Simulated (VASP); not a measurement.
Write the native input for VASP 6.6.1 that does the following.

| Quantity | Value |
| --- | --- |
| Task | relaxation of cell and atoms |
| Functional | PBEsol |
| Potentials or basis | VASP PAW PBE potentials, release 64 (P) |
| Cutoff | 600 eV |
| k mesh | 10 × 8 × 1 |
| Occupations | gaussian, width 0.03 eV |
| Spin | no spin polarisation |
| Further INCAR settings | ALGO = Normal; EDIFF = 1e-07; IBRION = 2; EDIFFG = -0.005; NSW = 90; ISIF = 3 |

The structure of P lies in POSCAR:

```
P                                       
1.0
    3.2836886645      0.0000000000      0.0000000000
    0.0000000000      4.4357078474      0.0000000000
    0.0000000000      0.0000000000     20.1307681600
  P             
     4
Direct
     0.0000000000000000    0.5828208516503335    0.4475218520871633
     0.5000000000000000    0.9171791483496665    0.4475218520871633
     0.5000000000000000    0.0828208516503333    0.5524781479128367
     0.0000000000000000    0.4171791483496667    0.5524781479128367
```

The slab is cut from a database's or a generator's crystal, which needn't be the stable form of the element.

The input as run:

INCAR

```
PREC = Accurate ; ENCUT = 600
EDIFF = 1E-7 ; ISMEAR = 0
SIGMA = 0.03 ; LREAL = False
LASPH = True ; NELM = 80
ALGO = Normal ; ISIF = 3
LWAVE = False ; LCHARG = False
GGA = PS ; IBRION = 2
NSW = 90 ; EDIFFG = -0.005
LATTICE_CONSTRAINTS = .TRUE. .TRUE. .FALSE.
```

KPOINTS

```
Automatic mesh
0
Gamma
  10 8 1
```

Potentials or basis: VASP PAW PBE potentials, release 64 (P).

Run with:

```bash
$ cat potpaw_PBE.64/P/POTCAR > POTCAR
$ mpirun -np 1 vasp_std > vasp.out
```

Results of the run:

```
Largest force after relaxing : 0.005 eV/Å
Band gap on the k mesh       : 0.72 eV, direct
```

Caveat: the relaxation stopped at its first step, so nothing moved; the PAW data sets were made with another functional, which shifts forces and pressure a little.

Run time: 2.9 min on 1 thread of Intel(R) Xeon(R) Platinum 8488C (Sapphire Rapids), on a shared host, peak memory 0.43 GiB.
